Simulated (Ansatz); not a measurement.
**Stack of Ti2CO2 MXene under W2CCl2 MXene, shifted by a third of the diagonal in a perpendicular field**

Wanted: the out-of-plane response of the stack of Ti2CO2 MXene under W2CCl2 MXene, shifted by a third of the diagonal. A positive field points along +c.

Program: Ansatz 0.2.0. Level of theory: plane-wave DFT, PBE-D4, Ansatz PAW, in the first sound run; inputs show where later runs differ. Results are calculated unless marked as measured.

## (1) Starting point

The cell holds 10 atoms: 2 O, 2 Ti, 2 C, 2 Cl and 2 W. Its edges and angles: a = 3.113 Å, b = 3.113 Å, c = 58.006 Å, α = 90.0°, β = 90.0°, γ = 120.0°. Regions: layer 1: Ti2CO2 MXene, 5 atoms (2 O, 2 Ti and 1 C); layer 2: W2CCl2 MXene, 5 atoms (2 Cl, 2 W and 1 C). Vacuum lies along c.

## (2) Relaxing the slab

The starting cell is a guess, so the in-plane lattice and the atoms are relaxed first, with the slab cut off from its images along the normal.

input.yaml reads:

```yaml
crystal:
  lattice:
    - [3.112824, 0.0, 0.0]
    - [-1.556412, 2.6957846615, 0.0]
    - [0.0, 0.0, 58.0061850495]
  atoms:
    - { symbol: O, position: [0.3333333333, 0.6666666667, 0.3835797852] }
    - { symbol: Ti, position: [0.6666666667, 0.3333333333, 0.402513249], spin: 1.0 }
    - { symbol: C, position: [0.0, 0.0, 0.4236018985] }
    - { symbol: Ti, position: [0.3333333333, 0.6666666667, 0.444690548], spin: 1.0 }
    - { symbol: O, position: [0.6666666667, 0.3333333333, 0.4636240119] }
    - { symbol: Cl, position: [0.6666666667, 0.3333333333, 0.5153426346] }
    - { symbol: W, position: [0.0, 0.0, 0.5446215758] }
    - { symbol: C, position: [0.3333333333, 0.6666666667, 0.5658814247] }
    - { symbol: W, position: [0.6666666667, 0.3333333333, 0.5871412736] }
    - { symbol: Cl, position: [0.0, 0.0, 0.6164202148] }
  periodic: [true, true, false]
magnetization:
  spin_polarized: true
kpoints:
  mp_grid: { grid: [12, 12, 1] }
hamiltonian:
  xc: pbe
  dispersion: d4
scf:
  occupations: { method: fermi_dirac, width: 0.05 }
  convergence: { dr2_threshold: 1.0e-09 }
relax:
  f_tol: 0.004
  max_steps: 90
  cell: {}
output:
  write_potential: true
  write_density: true
  volumetric_format: npy
```

Launch:

```bash
$ ansatz run input.yaml --threads 4 --pin off --max-ram 12288MiB --backend cpu --events-out ev --progress --plain --runs-dir out
```

Numbers of over 12 decimals in the logs are rounded to 6 here.

What it wrote:

```text
Warning: relax.cell: scf.convergence.dr2_threshold = 1e-9 eV is looser than the 1.80982131428e-10 eV advised for a relaxation that steers and ends on the stress (1e-10 eV for each atom of the cell: 10, times the square of relax.cell.stress_2d_tol = 0.05 N/m over 23.5 Å (the atoms' height at the walk's start and 5 Å past either face), 2.127e-2 GPa, over a crystal's default 0.05). What an SCF threshold leaves in a stress goes as its square root, and in the free energy as the threshold itself, and one threshold admits the most on a small cell: [figures from the program's tests cut] Set scf.convergence.dr2_threshold to 1.80982131428e-10 eV or tighter. [rest of the remark cut]
Engine: ansatz 0.2.0, x86_64-unknown-linux-gnu
Pseudopotentials: kind: paw
Pseudopotential: O, paw, valence charge 6, recommended cutoff 420 eV (normal), O.paw.azcp
Pseudopotential: Ti, paw, valence charge 12, recommended cutoff 420 eV (normal), Ti.paw.azcp
Pseudopotential: C, paw, valence charge 4, recommended cutoff 420 eV (normal), C.paw.azcp
Pseudopotential: Cl, paw, valence charge 7, recommended cutoff 420 eV (normal), Cl.paw.azcp
Pseudopotential: W, paw, valence charge 14, recommended cutoff 420 eV (normal), W.paw.azcp
Functional definition: PBE
  parameter kappa = 0.804
  parameter beta = 0.066725
  exchange = pbe_x(kappa = kappa, mu = beta*pi^2/3)
  correlation = pbe_c(beta = beta)
Crystal: 10 atoms, lattice volume = 486.759 Å³
Basis set: ecut = 420 eV, 9457 PW (Γ), exchange–correlation on 48×48×800 points (8 copies of the dense FFT grid, shifted against one another)
Bands: 54, of which v1, the nominal top of the filled ones, is band 43 counted from 1 (42 counted from 0)
Symmetry: 6 space group operations
Space group: P3m1 (ITA 156), of the structure as read, at distance tolerance 7.9e-5 Å
Magnetic group: BNS 156.49 (UNI 1279), of the structure as read, at distance tolerance 7.9e-5 Å
k-points: 19 of 144 (time reversal used)
Non-local potential: O, projectors of the file, l = 0: 2, l = 1: 2, l = 2: 1
Non-local potential: Ti, projectors of the file, l = 0: 3, l = 1: 2, l = 2: 3, l = 3: 1
Non-local potential: C, projectors of the file, l = 0: 2, l = 1: 2, l = 2: 1
Non-local potential: Cl, projectors of the file, l = 0: 2, l = 1: 2, l = 2: 2
Non-local potential: W, projectors of the file, l = 0: 3, l = 1: 2, l = 2: 2, l = 3: 1
PAW form: soft (Blöchl's): semilocal exchange-correlation on the pseudo side does not see the compensation charge
PAW one-centre angular grid: O, 110 points (default); XC on 64 Gauss nodes
PAW one-centre angular grid: Ti, 590 points (default); XC on 64 Gauss nodes
PAW one-centre angular grid: C, 110 points (default); XC on 64 Gauss nodes
PAW one-centre angular grid: Cl, 110 points (default); XC on 64 Gauss nodes
PAW one-centre angular grid: W, 590 points (default); XC on 64 Gauss nodes
Starting moments: Σ|m| = 2 μB on 2 of 10 sites
Initial wavefunctions: pseudopotential atomic-orbital guess
Functional: x = pbe(κ = 0.804, μ = 0.219515), c = pbe(β = 0.066725)
SCF iter   1: F=—  HF=-29585.551217 eV  |F-HF|=—  |Δ(HF+E_count)|=         —  Δρ=4.14e-2 (↑4.14e-2 ↓3.93e-2)  dr2=4.19e2  dr2_m=3.13e-1  M=0.897 μB ∫|m|=0.995 μB  β_m=0.30  ethr=3.10e-3  ⟨swp⟩=12.6  Hψ=13595  notcnv=0
Mixer restart at iter 1: flushing history
preconditioner: auto → LDOS  [metal: Δε(μ)=0.034 eV  Ē_g=9.979 eV  σ=0.050 eV  W_gap=0.17  n_scr=36 (ndim 8)  ℏωp=12.4 eV  f_vac=0.710  D(μ)=2.90/eV (n_scr^D=18)]
spin=Collinear: LDOS preconditioning applied to the charge; magnetization (m = ρ↑ − ρ↓) channel mixes plain (no charge-response kernel on spin).
SCF iter   2: F=—  HF=-29574.207822 eV  |F-HF|=—  |Δ(HF+E_count)|=    1.13e1  Δρ=1.94e-2 (↑1.94e-2 ↓1.81e-2)  dr2=9.79e1  dr2_m=2.04e-1  M=0.705 μB ∫|m|=0.907 μB  β_m=0.43  ethr=3.10e-3  ⟨swp⟩=5.4  Hψ=6333  notcnv=0  defer=68
SCF iter   3: F=—  HF=-29571.307143 eV  |F-HF|=—  |Δ(HF+E_count)|=    2.90e0  Δρ=9.31e-3 (↑9.08e-3 ↓9.31e-3)  dr2=2.72e0  dr2_m=1.68e-1  M=0.011 μB ∫|m|=0.553 μB  β_m=0.65  ethr=3.10e-3  ⟨swp⟩=5.2  Hψ=5447  notcnv=0  defer=63
SCF iter   4: F=—  HF=-29571.761442 eV  |F-HF|=—  |Δ(HF+E_count)|=   4.54e-1  Δρ=8.39e-3 (↑8.39e-3 ↓4.83e-3)  dr2=2.03e0  dr2_m=1.88e-2  M=0.054 μB ∫|m|=0.282 μB  β_m=0.54  ethr=3.10e-3  ⟨swp⟩=3.4  Hψ=3922  notcnv=0  defer=87
SCF iter   5: F=—  HF=-29571.575539 eV  |F-HF|=—  |Δ(HF+E_count)|=   1.86e-1  Δρ=2.99e-3 (↑2.99e-3 ↓1.21e-3)  dr2=3.02e-1  dr2_m=1.17e-2  M=0.041 μB ∫|m|=0.264 μB  β_m=0.71  ethr=2.35e-3  ⟨swp⟩=3.1  Hψ=3443  notcnv=0  defer=71
SCF iter   6: F=—  HF=-29571.609145 eV  |F-HF|=—  |Δ(HF+E_count)|=   3.36e-2  Δρ=2.67e-3 (↑1.68e-3 ↓2.67e-3)  dr2=2.57e-1  dr2_m=2.29e-3  M=0.024 μB ∫|m|=0.140 μB  β_m=0.53  ethr=3.51e-4  ⟨swp⟩=4.2  Hψ=4790  notcnv=0  defer=55
SCF iter   7: F=—  HF=-29571.600927 eV  |F-HF|=—  |Δ(HF+E_count)|=         —  Δρ=1.13e-3 (↑6.69e-4 ↓1.13e-3)  dr2=1.48e-2  dr2_m=2.21e-3  M=0.004 μB ∫|m|=0.079 μB  β_m=0.53  ethr=2.99e-4  ⟨swp⟩=3.1  Hψ=3927  notcnv=0  defer=52
SCF iter   8: F=—  HF=-29571.599804 eV  |F-HF|=—  |Δ(HF+E_count)|=   1.12e-3  Δρ=4.56e-4 (↑4.56e-4 ↓3.30e-4)  dr2=1.16e-2  dr2_m=5.82e-4  M=0.001 μB ∫|m|=0.044 μB  β_m=0.68  ethr=1.72e-5  ⟨swp⟩=3.3  Hψ=4208  notcnv=0  defer=50
SCF iter   9: F=—  HF=-29571.600118 eV  |F-HF|=—  |Δ(HF+E_count)|=   3.15e-4  Δρ=1.82e-4 (↑1.65e-4 ↓1.82e-4)  dr2=3.50e-4  dr2_m=8.58e-5  M=0.000 μB ∫|m|=0.027 μB  β_m=0.67  ethr=1.34e-5  ⟨swp⟩=1.7  Hψ=2620  notcnv=0  defer=50
SCF iter  10: F=—  HF=-29571.600226 eV  |F-HF|=—  |Δ(HF+E_count)|=   1.08e-4  Δρ=9.26e-5 (↑7.77e-5 ↓9.26e-5)  dr2=5.04e-4  dr2_m=2.60e-5  M=0.000 μB ∫|m|=0.009 μB  β_m=0.67  ethr=4.07e-7  ⟨swp⟩=3.4  Hψ=4403  notcnv=0  defer=50
SCF iter  11: F=—  HF=-29571.600237 eV  |F-HF|=—  |Δ(HF+E_count)|=   1.10e-5  Δρ=3.09e-5 (↑3.09e-5 ↓2.47e-5)  dr2=5.66e-5  dr2_m=1.68e-6  M=0.000 μB ∫|m|=0.003 μB  β_m=0.70  ethr=4.07e-7  ⟨swp⟩=2.6  Hψ=2836  notcnv=0  defer=50
SCF iter  12: F=—  HF=-29571.600269 eV  |F-HF|=—  |Δ(HF+E_count)|=   3.17e-5  Δρ=1.20e-5 (↑1.02e-5 ↓1.20e-5)  dr2=6.84e-6  dr2_m=7.32e-8  M=-0.000 μB ∫|m|=0.000 μB  β_m=0.73  ethr=6.59e-8  ⟨swp⟩=3.0  Hψ=3688  notcnv=0  defer=50
SCF iter  13: F=—  HF=-29571.600270 eV  |F-HF|=—  |Δ(HF+E_count)|=   8.90e-7  Δρ=5.46e-6 (↑5.46e-6 ↓3.28e-6)  dr2=1.54e-6  dr2_m=4.71e-8  M=0.000 μB ∫|m|=0.000 μB  β_m=0.75  ethr=7.96e-9  ⟨swp⟩=3.0  Hψ=3805  notcnv=0  defer=50
SCF iter  14: F=—  HF=-29571.600270 eV  |F-HF|=—  |Δ(HF+E_count)|=   1.32e-7  Δρ=2.44e-6 (↑2.44e-6 ↓2.22e-6)  dr2=3.50e-7  dr2_m=1.33e-9  M=-0.000 μB ∫|m|=0.000 μB  β_m=0.63  ethr=1.79e-9  ⟨swp⟩=3.2  Hψ=3652  notcnv=0  defer=50
[...]
iter 1 solved again at ethr=2.39e-7 eV; its pass at ethr=3.10e-3 eV (dr2=2.05e-4 eV) is discarded
SCF iter   1: F=—  HF=-29572.736943 eV  |F-HF|=—  |Δ(HF+E_count)|=         —  Δρ=1.70e-6 (↑1.67e-6 ↓1.70e-6)  dr2=1.27e-8  dr2_m=1.86e-11  M=-0.000 μB ∫|m|=0.000 μB  β_m=0.65  ethr=2.39e-7  ⟨swp⟩=7.1  Hψ=24480  notcnv=0
eigensolver tolerance schedule: the retry pair's looser diagonalisation over-reported the residual by 16096.03 of it (diagonalisation noise at an unbounded share of the residual, at the tolerance the schedule requests for it); recorded, not acted on — ethr = c·dr2/N_el stays at c = 1.0e-1
preconditioner: auto → LDOS  [metal: Δε(μ)=0.039 eV  Ē_g=8.735 eV  σ=0.050 eV  W_gap=0.19  n_scr=34 (ndim 8)  ℏωp=12.7 eV  f_vac=0.709  D(μ)=3.51/eV (n_scr^D=20)]
spin=Collinear: LDOS preconditioning applied to the charge; magnetization (m = ρ↑ − ρ↓) channel mixes plain (no charge-response kernel on spin).
SCF iter   2: F=—  HF=-29572.736875 eV  |F-HF|=—  |Δ(HF+E_count)|=   6.83e-5  Δρ=7.12e-7 (↑7.12e-7 ↓6.86e-7)  dr2=8.23e-9  dr2_m=6.56e-12  M=0.000 μB ∫|m|=0.000 μB  β_m=0.46  ethr=1.48e-11  ⟨swp⟩=8.1  Hψ=11085  notcnv=0
SCF iter   3: F=—  HF=-29572.736875 eV  |F-HF|=—  |Δ(HF+E_count)|=   5.17e-9  Δρ=4.45e-7 (↑4.45e-7 ↓4.45e-7)  dr2=1.05e-9  dr2_m=4.63e-12  M=0.000 μB ∫|m|=0.000 μB  β_m=0.70  ethr=9.57e-12  ⟨swp⟩=2.9  Hψ=3123  notcnv=0
SCF iter   4: F=—  HF=-29572.736875 eV  |F-HF|=—  |Δ(HF+E_count)|=   1.39e-9  Δρ=2.09e-7 (↑2.09e-7 ↓1.91e-7)  dr2=1.17e-9  dr2_m=5.26e-13  M=0.000 μB ∫|m|=0.000 μB  β_m=0.55  ethr=1.23e-12  ⟨swp⟩=3.4  Hψ=4904  notcnv=0  recentre
SCF iter   5: F=-29572.736875 eV  HF=-29572.736875 eV  |F-HF|=6.55e-11  |Δ(HF+E_count)|=  1.13e-10  Δρ=5.01e-8 (↑5.01e-8 ↓4.51e-8)  dr2=5.91e-11  dr2_m=3.77e-13  M=0.000 μB ∫|m|=0.000 μB  ethr=1.16e-12  ⟨swp⟩=14.6  Hψ=17881  notcnv=0
the starting moments were not kept: the SCF closed with an absolute magnetisation of 1.2e-6 μB, where they sum to 2 μB in size (2 sites). That is at most 0.1 of that sum. Measured as dr2_m measures the in/out step, that magnetisation stands 2.0e-13 eV from none, at or under the dr2_threshold of 1.0e-9 eV: it is no larger than a step whose dr2_m would equal this threshold.
SCF 11 converged in 5 iterations: F = -29572.736875 eV  dr2 = 5.91e-11
relax step  11: F+E_penalty+E_count = -29572.73687511 eV  Δ(F+E_penalty+E_count) = +2.506e-4 eV  max|allowed force component| = 9.837e-4 eV/Å  Δτ_max = 0.0000 Å  P = -0.012 N/m  Ω = 460.469 Å³  fix = [c, alpha, beta]  reactions: c -0.000 N/m  stress off target by 1.19e-2 N/m on what of the cell is left free  SCF on the basis re-selected at this cell (its energy is not comparable with the rows above)  (5 SCF iters)
basis re-selected at this cell: Δ(F+E_penalty+E_count) = +2.506e-4 eV, ΔP = -0.004 N/m vs the last step (what re-selecting the basis moved, of the pressure what is left beyond the Pulay correction that the steps carried, after the strain that the cell walked since its last selection, with what the two solves' SCF thresholds leave and, on support functions, any second-order correction that the steps lacked; it is no m [...]
WARN: The output density's exchange-correlation potential varies sharply where the density is thin. Do not read a vacuum level from v_tot or v_xc, or from such a field of the output density. On a cell that repeats whose density bears no net charge and no dipole along the vacuum's axis use v_es (v_loc + v_h of the components); under efield.dipole_correction with no amplitude use v_es + v_field, which holds any externa [...]
SCF converged after 5 iterations
Magnetization: 0.0000 μB (43.0000 up, 43.0000 down)
Absolute magnetization: 0.0000 μB (∫|ρ↑−ρ↓|, with the PAW one-centre terms)
Spin contamination: 0.0000 ħ² per cell (⟨S²⟩ above its minimum at these occupations)
Per-site moments (μB) at R_I (Å): [(-1.2066888927675314e-7, 0.811446), (1.7851725107927508e-7, 0.811446), (-2.961251526166392e-7, 0.896064), (1.719524385833773e-7, 0.814927), (-9.754098123748955e-8, 0.814927), (1.0324811592286456e-8, 1.065336), (1.6510696035688374e-8, 0.884410), (-8.406968637115912e-9, 0.882683), (-1.2522910222784682e-8, 0.882683), (4.178888180501114e-9, 1.070166)]
Free energy (F): -29572.736875 eV
Harris-Foulkes:  -29572.736875 eV  (|F-HF|=6.55e-11)
Internal energy: -29572.707514 eV  (E = F + TS)
E sigma→0 (E₀):  -29572.722194 eV
Entropy (-TS):   -0.029361 eV (-2.936 meV/atom)
Fermi energy:    -4.914892 eV
--- Per-component energies (eV) ---
  E_band       = -2219.191449
  E_kinetic    = 2305.503456
  E_local      = -779637.987262  (includes V_loc(G=0)·N_el)
  E_nonlocal   = 216.815020
  E_hartree    = 388419.964349
  E_xc         = -1191.499369
  E_vxc        = -1279.565142  (∫ρ·V_xc dr)
  E_paw        = -21049.072606  (= ΣΔE_a)
  E_vpaw       = -663.893094  (= ΣTr[D̂ρ^β])
  E_aug_tail   = 0.005290  (compensation charges beyond the density's cutoff)
  E_ewald      = 381366.438691
  E_disp       = -2.875083  (pairwise vdW)
  E_smearing   = -0.029361  (= −TS)
  E_closure    = -0.000000  (closes the sum)
  Σ components = -29572.736875   (vs F -29572.736875, Δ=0.00e0)
--- Forces (eV/Å), atoms counted from 1 ---
  atom   1  O     -0.00000000     0.00000000     0.00027549
  atom   2  Ti    -0.00000000     0.00000000    -0.00098340
  atom   3  C      0.00000000     0.00000000    -0.00049559
  atom   4  Ti     0.00000000    -0.00000000     0.00038512
  atom   5  O      0.00000000    -0.00000000     0.00036320
  atom   6  Cl     0.00000000    -0.00000000    -0.00034779
  atom   7  W     -0.00000000    -0.00000000    -0.00029873
  atom   8  C      0.00000000    -0.00000000     0.00025527
  atom   9  W      0.00000000     0.00000000     0.00012698
  atom  10  Cl    -0.00000000     0.00000000     0.00072209
  max |Σ_I F_I| component: 2.63e-6 eV/Å
--- 2D stress c σ (N/m, compression-positive) ---
       -0.011870       0.000000       0.000000
        0.000000      -0.011870       0.000000
        0.000000       0.000000      -0.000000
  P = ½ c Tr σ = -0.0119 N/m
--- Band table (eV; the first three rows and the last of 38) ---
  k-point 0 ↑: bands = [... 39 lower, -6.6394, -6.2860, -5.2212, -5.2212, -4.6149, -4.6149, -4.5357, -4.5357, ... 7 higher]
  k-point 1 ↑: bands = [... 39 lower, -6.4127, -6.1779, -5.9526, -5.6789, -4.8868, -4.6338, -4.4262, -4.3434, ... 7 higher]
  k-point 2 ↑: bands = [... 39 lower, -6.8043, -6.2423, -6.1616, -5.9383, -5.2253, -4.5600, -4.4939, -4.4485, ... 7 higher]
  k-point 18 ↓: bands = [... 39 lower, -7.9741, -6.4228, -5.3504, -5.2997, -5.0339, -4.0020, -3.6300, -3.6272, ... 7 higher]
  the weakly bound empty levels are not read free of the cell's end (no_gap_told)
--- Relaxed structure (9 steps of the walk, 9 accepted, 2 SCFs on fresh bases) ---
  F+E_penalty+E_count = -29572.73687511 eV   max|allowed force component| = 9.837e-4 eV/Å   (the final SCF, on the basis selected at the relaxed cell)
  cell:  # Å, volume = 460.4694 Å³
    - [3.027596, 0.0, 0]
    - [-1.513798, 2.621975, 0]
    - [0, 0, 58.0061850495]
  atoms:
    - { symbol: O, position: [0.333333, 0.666667, 0.383594] }
    - { symbol: Ti, position: [0.666667, 0.333333, 0.399149] }
    - { symbol: C, position: [-1.776356839519804e-17, -2.220446049258391e-17, 0.421607] }
    - { symbol: Ti, position: [0.333333, 0.666667, 0.443841] }
    - { symbol: O, position: [0.666667, 0.333333, 0.459712] }
    - { symbol: Cl, position: [0.666667, 0.333333, 0.513719] }
    - { symbol: W, position: [-1.7763568395198042e-17, -2.220446049258391e-17, 0.546494] }
    - { symbol: C, position: [0.333333, 0.666667, 0.567898] }
    - { symbol: W, position: [0.666667, 0.333333, 0.589176] }
    - { symbol: Cl, position: [-1.776356839519804e-17, -2.220446049258391e-17, 0.622226] }
```

The job ended after 3.2 min (4 threads of Intel Xeon 6975P-C (Granite Rapids), shared host; peak memory 1.6 GiB; 13 min of CPU time).

Step by step:

```tsv
step	energy less that of the first step (eV)	largest force component (eV/Å)	volume (Å³)
1	0.0000	3.5380	486.76
2	-1.0248	1.1271	458.67
3	-1.1255	0.5617	460.94
4	-1.1454	0.0877	459.94
5	-1.1457	0.0643	460.66
6	-1.1458	0.0301	460.73
7	-1.1458	0.0076	460.82
8	-1.1458	0.0017	460.95
9*	-1.1366	0.0014	460.95
10	-1.1369	0.0010	460.47
11*	-1.1366	0.0010	460.47
```

Relaxation steps marked * repeat the geometry before them on a plane-wave basis chosen anew for their cell, so energy and pressure can jump there.

Forces are held to the 6 operations that the run works with; a distortion that breaks them can't arise in this run.

```tsv
cell as run	before	after	change
a (Å)	3.113	3.028	-2.7 %
b (Å)	3.113	3.028	-2.7 %
```

The atoms that moved most (Å, along periodic axes as changes of fractional coordinates times the final cell, across vacuum about the mean position):

```tsv
atom	dx	dy	dz	length
Cl10	0.000	0.000	0.337	0.337
O5	0.000	0.000	-0.227	0.227
Ti2	0.000	0.000	-0.195	0.195
W9	0.000	0.000	0.118	0.118
C8	0.000	0.000	0.117	0.117
C3	0.000	0.000	-0.116	0.116
W7	0.000	0.000	0.109	0.109
Cl6	0.000	0.000	-0.094	0.094
```

Numbers from this step:

```yaml
energy_at_zero_smearing: -29572.7222 eV
```

The lattice constant a goes from 3.113 to 3.028 Å.

[end of part 1 of 4]

[Logs are printed without paths, hosts, clocks, repeated set-up lines and the standing remarks that a program may print on its own settings, such as how far it seeks lower states.]

[Hosts, paths, dates, database ids (printed as entryN), source tags and the programs' standing remarks are cut or masked in the printed files.]

[Maps of the electrostatic potential energy from Ansatz leave out the sawtooth potential of an applied field or a dipole correction, so their vacuum need not be flat; planar profiles and work functions include it.]
